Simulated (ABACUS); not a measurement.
SiO2:

```xyz
12
Lattice="4.9756 0.0000 0.0000 0.0000 4.9756 0.0000 0.0000 0.0000 6.9009" Properties=species:S:1:pos:R:3 pbc="T T T"
Si    3.9966    3.9966    3.4504
Si    3.4668    1.5088    1.7252
Si    1.5088    3.4668    5.1757
Si    0.9790    0.9790    0.0000
O     3.7902    0.5492    2.9815
O     4.4263    1.1854    0.4690
O     0.5492    3.7902    3.9194
O     1.3024    1.9386    5.6446
O     1.1854    4.4263    6.4319
O     3.6732    3.0370    2.1942
O     1.9386    1.3024    1.2562
O     3.0370    3.6732    4.7067
```

The cell comes from a database or a generator and needn't be the stable form of this composition.

| Quantity | Value |
| --- | --- |
| Program | ABACUS 3.10.1 |
| Task | single point |
| Functional | PBE |
| Potentials or basis | PseudoDojo NC SR 0.4.1 PBE standard |
| Cutoff | 1143 eV |
| Density cutoff | 4572 eV |
| Basis | plane waves |
| k mesh | 6 × 6 × 4 |
| Occupations | fermi-dirac, width 0.05 eV |
| Spin | no spin polarisation |

On this cell: pressure 4.2 GPa; largest force 0.236 eV/Å; band gap on the k mesh 5.77 eV, direct.

The same run follows on a disturbed copy (atoms moved at random, drawn with an rms of 0.05 Å):

```xyz
12
Lattice="4.9756 0.0000 0.0000 0.0000 4.9756 0.0000 0.0000 0.0000 6.9009" Properties=species:S:1:pos:R:3 pbc="T T T"
Si    4.0339    4.0270    3.4583
Si    3.4259    1.5145    1.7291
Si    1.5007    3.4707    5.1790
Si    0.9710    0.9738    0.0247
O     3.8289    0.5474    2.9893
O     4.3890    1.1779    0.4556
O     0.5949    3.8075    3.8999
O     1.3201    1.8621    5.6316
O     1.1729    4.3869    6.4250
O     3.6245    3.0834    2.2431
O     1.9648    1.2837    1.2638
O     3.0822    3.7003    4.6900
```

What changes?

The energy moves by +28.3 meV/atom; pressure 3.1 GPa; largest force 3.398 eV/Å; band gap on the k mesh 5.64 eV, direct.

Forces on the atoms (eV/Å):
```
Si   0.021 -0.556  0.275
Si   2.877  1.004  1.505
Si   1.833 -1.615 -0.712
Si  -0.423 -0.849 -0.540
O   -0.223  1.853 -0.755
O    0.495  0.123  0.123
O    0.020 -0.092 -0.306
O    0.255  1.750 -0.667
O   -0.366  1.146  1.507
O   -0.210 -1.973 -1.676
O   -2.531 -0.306 -0.484
O   -1.750 -0.484  1.729
```

Stress tensor (GPa, compression positive):
```
 3.87 -0.07  1.47
-0.07  0.09  0.38
 1.47  0.38  5.45
```

Caveats: there are fewer bands than atomic start orbitals, so a level may be missed at k points of high symmetry.

A k mesh can miss the band edges.
